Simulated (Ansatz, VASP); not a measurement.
## Cu in VASP and in Ansatz

The input INCAR:

```
PREC     = Accurate       # precision mode
ENCUT    = 520            # plane-wave cutoff, eV
EDIFF    = 1E-6           # SCF threshold, eV
ISMEAR   = 1              # smearing method
SIGMA    = 0.05           # smearing width, eV
LREAL    = False          # projectors in reciprocal space
LASPH    = True           # aspherical terms in the spheres
NELM     = 60             # most SCF steps
ALGO     = Normal         # electronic algorithm
ISIF     = 2              # what is computed and relaxed
LWAVE    = False          # write WAVECAR
LCHARG   = False          # write CHGCAR
GGA      = PS             # functional
NBANDS   = 30             # bands
```

Contents of KPOINTS:

```
regular mesh
0
Gamma
  10 10 3
```

The input POSCAR:

```
Cu
1.0
    2.5307640300      0.0000000000      0.0000000000
   -1.2653820100      2.1917059400      0.0000000000
    0.0000000000      0.0000000000      8.2618150800
Cu
4
Direct
    0.0000000000      0.0000000000      0.0000000000
    0.3333333300      0.6666666700      0.2500000000
    0.0000000000      0.0000000000      0.5000000000
    0.6666666700      0.3333333300      0.7500000000
```

Input for Ansatz:

```yaml
crystal:
  lattice:
    - [2.53076403, 0.0, 0.0]
    - [-1.26538201, 2.19170594, 0.0]
    - [0.0, 0.0, 8.26181508]
  atoms:
    - { symbol: Cu, position: [0.0, 0.0, 0.0] }
    - { symbol: Cu, position: [0.33333333000000004, 0.66666667, 0.25] }
    - { symbol: Cu, position: [0.0, 0.0, 0.5] }
    - { symbol: Cu, position: [0.6666666700000001, 0.33333333, 0.75] }
kpoints:
  mp_grid:
    grid: [10, 10, 3]
hamiltonian:
  xc: pbesol
scf:
  occupations:
    method: cold
    width: 0.05
output:
  forces: true
  stress: true
```

This isn't the form of Cu at room conditions, which is fcc.

Alike in both runs: task single point; functional PBEsol; k mesh 10 × 10 × 3; no spin polarisation.

|  | VASP | Ansatz |
| --- | --- | --- |
| version | VASP 6.6.1 | Ansatz 0.2.0 |
| potentials or method | VASP PAW PBE potentials, release 64 (Cu) | plane waves, PAW |
| plane-wave cutoff (eV) | 520 | 420 |
| occupations | methfessel-paxton of order 1, width 0.05 eV | cold, width 0.05 eV |
| valence electrons in the cell | 44 | 76 |

VASP gave:

| Property | Result |
| --- | --- |
| pressure (GPa) | -0.9 |
| largest component of the traceless stress (GPa) | 0.63 |

Problem. Which values does Ansatz return?

Solution. Pressure (GPa): -1.7; largest component of the traceless stress (GPa): 0.40.

The two sets of potentials don't hold the same shells in valence.

Caveats: the PAW data sets were made with another functional, which shifts forces and pressure a little (VASP).
